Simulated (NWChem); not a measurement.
# One shape, several levels: C3H6O (SMILES CC(C)=O)

Wanted: a comparison of 5 runs (BLYP/cc-pVDZ, PBE/cc-pVDZ, SVWN5/cc-pVDZ, revPBE/cc-pVDZ, CCSD(T)/cc-pVDZ) of C3H6O. 

The calculation is run with NWChem 7.3.0.

## Step 1: The structure to begin with

C3H6O has 10 atoms, charge 0, and is taken as a singlet. As SMILES, `CC(C)=O`. Geometry: relaxed at PBE0-D4/def2-TZVP.

Bond lengths: C1–C2 1.506 Å, C2–C3 1.506 Å, C2–O4 1.206 Å, C1–H5 1.093 Å, C1–H6 1.094 Å, C1–H7 1.088 Å, C3–H8 1.094 Å, C3–H9 1.088 Å, C3–H10 1.093 Å. Some angles: C1–C2–C3 116.4°, C1–C2–O4 121.8°, C3–C2–O4 121.8°, C2–C1–H5 110.6°, C2–C1–H6 109.7°, C2–C1–H7 110.1°, C2–C3–H8 109.7°, C2–C3–H9 110.1°, C2–C3–H10 110.6°, H5–C1–H6 106.8°.

## Step 2: Energy and forces at BLYP/cc-pVDZ (run 1)

nw.nw reads:

```
start nw
title "C3H6O"
memory total 2200 mb

geometry units angstroms noautosym nocenter noautoz
  C     -0.763500     0.843700    -0.605500
  C      0.498000     0.046700    -0.400600
  C      0.525100    -0.866200     0.797100
  O      1.435000     0.134800    -1.154100
  H     -1.637300     0.186500    -0.611300
  H     -0.898500     1.540800     0.227000
  H     -0.707800     1.399400    -1.539600
  H     -0.233900    -1.646100     0.683600
  H      1.506700    -1.325600     0.895800
  H      0.276100    -0.314000     1.707400
end

basis spherical bse
  C library cc-pVDZ
  O library cc-pVDZ
  H library cc-pVDZ
end

dft
  xc becke88 lyp
  grid xfine
  convergence energy 1e-08
  iterations 100
  mulliken
  print low
end

task dft gradient
```

On the command line:

```console
$ nwchem nw.nw > nw.out
```

The log of the run:

```text
[...]
 d= 0,ls=0.0,diis     1   -192.9578161907 -3.13D+02  3.45D-02  9.66D-01     7.4
[...]
 d= 0,ls=0.0,diis    11   -193.0757864487 -5.70D-10  9.51D-08  8.13D-11    63.5
         Total DFT energy =     -193.075786448685
      One electron energy =     -498.424919874700
           Coulomb energy =      212.465211353649
    Exchange-Corr. energy =      -27.034800217030
 Nuclear repulsion energy =      119.918722289396
[...]
                         DFT ENERGY GRADIENTS
    atom               coordinates                        gradient
                 x          y          z           x          y          z
   1 C      -1.442806   1.594362  -1.144229    0.002254  -0.000876   0.000381
   2 C       0.941084   0.088250  -0.757024    0.015196   0.001431  -0.012233
   3 C       0.992295  -1.636881   1.506301    0.000040   0.001060  -0.002202
   4 O       2.711757   0.254735  -2.180933   -0.029499  -0.002768   0.023723
   5 H      -3.094048   0.352434  -1.155189    0.009575   0.005868  -0.000002
   6 H      -1.697919   2.911690   0.428968    0.002288  -0.007310  -0.008162
   7 H      -1.337548   2.644483  -2.909422   -0.000313  -0.005778   0.009284
   8 H      -0.442007  -3.110678   1.291817    0.007584   0.008230   0.000215
   9 H       2.847250  -2.505021   1.692817   -0.009770   0.004859  -0.001186
  10 H       0.521753  -0.593374   3.226518    0.002646  -0.004716  -0.009819
[...]
```

Run time: 76 s. Hardware: 1 thread of Intel Xeon, shared host; peak memory 0.15 GiB.

## Step 3: Energy and gradient at PBE/cc-pVDZ (run 2)

run.xyz reads:

```xyz
10

C     -0.763500     0.843700    -0.605500
C      0.498000     0.046700    -0.400600
C      0.525100    -0.866200     0.797100
O      1.435000     0.134800    -1.154100
H     -1.637300     0.186500    -0.611300
H     -0.898500     1.540800     0.227000
H     -0.707800     1.399400    -1.539600
H     -0.233900    -1.646100     0.683600
H      1.506700    -1.325600     0.895800
H      0.276100    -0.314000     1.707400
```

run.py reads:

```python
from ase.io import read
from ase.calculators.nwchem import NWChem

mol = read('run.xyz')

calc = NWChem(
    label='run',
    theory='dft',
    memory='2200 mb',
    basis='cc-pVDZ',
    basispar='spherical bse',
    dft={'xc': 'xpbe96 cpbe96', 'mult': '1', 'grid': 'xfine', 'convergence': 'energy 1e-08', 'iterations': '100', 'mulliken': None},
)
mol.calc = calc

forces = mol.get_forces()
print(f"energy = {mol.get_potential_energy():.6f} eV")
print("forces (eV/A):")
for s, f in zip(mol.symbols, forces):
    print(f"{s:2s} {f[0]:10.5f} {f[1]:10.5f} {f[2]:10.5f}")
print("dipole (e A):", mol.get_dipole_moment().round(4))
```

On the command line:

```console
$ export ASE_NWCHEM_COMMAND="nwchem PREFIX.nwi > PREFIX.nwo"
$ python run.py
```

The log of the run:

```text
energy = -5249.526486 eV
forces (eV/A):
C     0.07009   -0.08875    0.03332
C    -0.80311   -0.07554    0.64653
C    -0.02998    0.09415   -0.06680
O     1.32540    0.12434   -1.06588
H    -0.47308   -0.30123    0.00617
H    -0.10634    0.35774    0.41297
H     0.03317    0.28899   -0.47720
H    -0.38315   -0.40341   -0.01892
H     0.50486   -0.23988    0.04510
H    -0.13781    0.24359    0.48476
dipole (e A): [-0.4163 -0.039   0.3348]
```

The calculator wrote run.nwi:

```
title "run"

permanent_dir run

scratch_dir run

start run

geometry units angstrom nocenter noautosym noautoz
  C  -7.6349999999999996e-01 8.4370000000000001e-01 -6.0550000000000004e-01
  C  4.9800000000000000e-01 4.6699999999999998e-02 -4.0060000000000001e-01
  C  5.2510000000000001e-01 -8.6619999999999997e-01 7.9710000000000003e-01
  O  1.4350000000000001e+00 1.3480000000000000e-01 -1.1540999999999999e+00
  H  -1.6373000000000000e+00 1.8650000000000000e-01 -6.1129999999999995e-01
  H  -8.9849999999999997e-01 1.5407999999999999e+00 2.2700000000000001e-01
  H  -7.0779999999999998e-01 1.3994000000000000e+00 -1.5396000000000001e+00
  H  -2.3390000000000000e-01 -1.6460999999999999e+00 6.8359999999999999e-01
  H  1.5066999999999999e+00 -1.3255999999999999e+00 8.9580000000000004e-01
  H  2.7610000000000001e-01 -3.1400000000000000e-01 1.7074000000000000e+00
end

memory 2200 mb

basis spherical bse noprint
   * library cc-pVDZ
end

dft
  xc xpbe96 cpbe96
  mult 1
  grid xfine
  convergence energy 1e-08
  iterations 100
  mulliken
end

task dft gradient
```

run.nwo:

```text
Northwest Computational Chemistry Package (NWChem) 7.3.0
             --------------------------------------------------------

           Job information
           ---------------

    nwchem branch   = 7.3.0
    use scalapack   = T
    input           = run.nwi
    prefix          = run.
    data base       = run/run.db
    status          = startup
    nproc           =        1

           Memory information
           ------------------

[... 5 lines left out ...]
    hardfail = no
[... 109 lines left out ...]
  convergence criterion.
[... 39 lines left out ...]
          Spatial weights used:  Erf1
[... 32 lines left out ...]
 1-e energy   =    -494.699280
[... 50 lines left out ...]
           Coulomb energy =      212.448635100869
[... 671 lines left out ...]
          Convergence on density requested:  1.00D-05
[... 25 lines left out ...]
          total energy or number of iterations.
[... 36 lines left out ...]
                 ----------------------------------------
                 |  Time  |  1-e(secs)   |  2-e(secs)   |
                 ----------------------------------------
                 |  CPU   |       0.01   |       3.49   |
                 ----------------------------------------
                 |  WALL  |       0.01   |       3.49   |
                 ----------------------------------------

 Task  times  cpu:       71.6s     wall:       71.6s
 Total times  cpu:       71.6s     wall:       71.6s
```

It took 73 s on 1 thread of Intel Xeon, shared host; peak memory 0.14 GiB.

Runs 3 to 4 aren't shown in full; the table further down has their settings and results.

## Step 4: A single-point energy at CCSD(T)/cc-pVDZ (run 5)

test.nw reads:

```
START test
TITLE "C3H6O ccsd(t)"
memory total 2200 mb

GEOMETRY noautosym nocenter noautoz
 C     -0.763500     0.843700    -0.605500
 C      0.498000     0.046700    -0.400600
 C      0.525100    -0.866200     0.797100
 O      1.435000     0.134800    -1.154100
 H     -1.637300     0.186500    -0.611300
 H     -0.898500     1.540800     0.227000
 H     -0.707800     1.399400    -1.539600
 H     -0.233900    -1.646100     0.683600
 H      1.506700    -1.325600     0.895800
 H      0.276100    -0.314000     1.707400
END

BASIS spherical bse
 * library cc-pVDZ
END

SCF
 thresh 1e-08
 maxiter 80
 print medium
END

CCSD
 freeze core 4
 maxiter 60
END

TASK ccsd(t) energy
```

On the command line:

```console
$ nwchem test.nw > test.out
```

The log of the run:

```text
[...]
  functions       =    86
[...]
  wavefunction    = RHF
[...]
         Total SCF energy =   -191.977659668688
      One-electron energy =   -497.924730189389
      Two-electron energy =    186.028348231305
 Nuclear repulsion energy =    119.918722289396
        Time for solution =     24.5s
[...]
 Total MP2 energy:           -192.576013330026115
[...]
             energy      energy      error      ampl     ampl      Block
                                                time     time      time
[...]
 Total CCSD energy:           -192.616731014650213
[...]
 Total CCSD+T(CCSD) energy:           -192.637620670036739
[...]
 Total CCSD(T) energy:                -192.636336320251218
[...]
```

Wall time 3 min (1 thread of Intel Xeon, shared host); peak memory 0.26 GiB.

## Step 5: Overview of the runs

| run | level | task | integration grid | energy (Eh) | largest force (eV/Å) | wall time |
| --- | --- | --- | --- | --- | --- | --- |
| 1 | BLYP/cc-pVDZ | gradient | xfine | -193.075786 | 1.952 | 76 s |
| 2 | PBE/cc-pVDZ | gradient | xfine | -192.916542 | 1.705 | 73 s |
| 3 | SVWN5/cc-pVDZ | gradient | xfine | -191.500851 | 0.904 | 39 s |
| 4 | revPBE/cc-pVDZ | gradient | xfine | -193.104739 | 1.990 | 69 s |
| 5 | CCSD(T)/cc-pVDZ | energy | – | -192.636336 | – | 3 min |

## Step 6: What came out

| quantity | value |
| --- | --- |
| run 5: total energy | -192.63634 Eh |
| run 5: HOMO energy (Hartree–Fock orbitals) | -11.11 eV |
| run 5: LUMO energy (Hartree–Fock orbitals) | 4.35 eV |
| run 5: HOMO–LUMO gap (Hartree–Fock orbitals) | 15.46 eV |
| run 5: correlation energy (4 core orbitals frozen) | -658.7 mEh |
| run 5: (T) correction | -19.61 mEh |

In words: Over runs 2, 3, 4 the dipole moment (its size) runs from 2.55 D (revPBE/cc-pVDZ) to 2.67 D (SVWN5/cc-pVDZ). Totals of different functionals can't be ranked against each other. All runs together took 7.3 min, the longest 3 min.
